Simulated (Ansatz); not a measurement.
# AlCo: the cost of one run

Method: DFT PBEsol, scalar-relativistic, plane waves, PAW, in Ansatz 0.2.0.

1 further run of the same task is left out (set aside as unsound or not needed).

### 1 The system as given

It takes space group Pm-3m (No. 221, cubic). Conventional cell: a = 2.823 Å, b = 2.823 Å, c = 2.823 Å, α = 90.00°, β = 90.00°, γ = 90.00°. Around Al (site symmetry m-3m) lie 8 Co at 2.44 Å. Around Co (site symmetry m-3m) lie 8 Al at 2.44 Å.

Coordinates:

```cif
data_structure
_symmetry_space_group_name_H-M 'Pm-3m'
_symmetry_Int_Tables_number 221
_cell_length_a 2.8226
_cell_length_b 2.8226
_cell_length_c 2.8226
_cell_angle_alpha 90.000
_cell_angle_beta 90.000
_cell_angle_gamma 90.000
_cell_volume 22.49
loop_
_atom_site_label
_atom_site_type_symbol
_atom_site_symmetry_multiplicity
_atom_site_Wyckoff_symbol
_atom_site_fract_x
_atom_site_fract_y
_atom_site_fract_z
_atom_site_occupancy
Al1 Al 1 a 0.00000 0.00000 0.00000 1
Co1 Co 1 b 0.50000 0.50000 0.50000 1
```

It goes back to an entry of the Materials Project.

It is the result of an earlier relaxation at this level (volume 11.24 Å³/atom; gap on the mesh: none (metal)).

### 2 Bands, states and charges

input.yaml

```yaml
crystal:
  lattice:
    - [2.8225855357, 0.0, 0.0]
    - [0.0, 2.8225855357, 0.0]
    - [0.0, 0.0, 2.8225855357]
  atoms:
    - { symbol: Al, position: [0.0, 0.0, 0.0] }
    - { symbol: Co, position: [0.5, 0.5, 0.5] }
basis:
  ecutwfc: 420
kpoints:
  mp_grid: { grid: [14, 14, 14] }
  band_path:
    path:
      - [[0.0, 0.0, 0.0], [0.0, 0.5, 0.0], [0.5, 0.5, 0.0], [0.0, 0.0, 0.0], [0.5, 0.5, 0.5], [0.0, 0.5, 0.0]]
      - [[0.5, 0.5, 0.5], [0.5, 0.5, 0.0]]
    npoints: 14
hamiltonian:
  xc: pbesol
scf:
  occupations: { method: gaussian, width: 0.1 }
  n_extra_bands: 6
output:
  forces: true
  stress: true
  eigenvalues: true
  populations: true
  dos: { projected: true, de: 0.02, nscf_kmesh: { grid: [21, 21, 21] } }
  bader: true
  write_density: true
  write_potential: true
  elf: true
  volumetric_format: npy
```

Launch:

```
$ ansatz run input.yaml --threads 1 --pin off --max-ram 2560MiB --backend cpu --events-out ev --progress --plain --runs-dir out
```

What time and memory should one allow on 1 thread of Intel Xeon Platinum 8488C (Sapphire Rapids), shared host?

About 33 s, with a peak of 0.37 GiB.
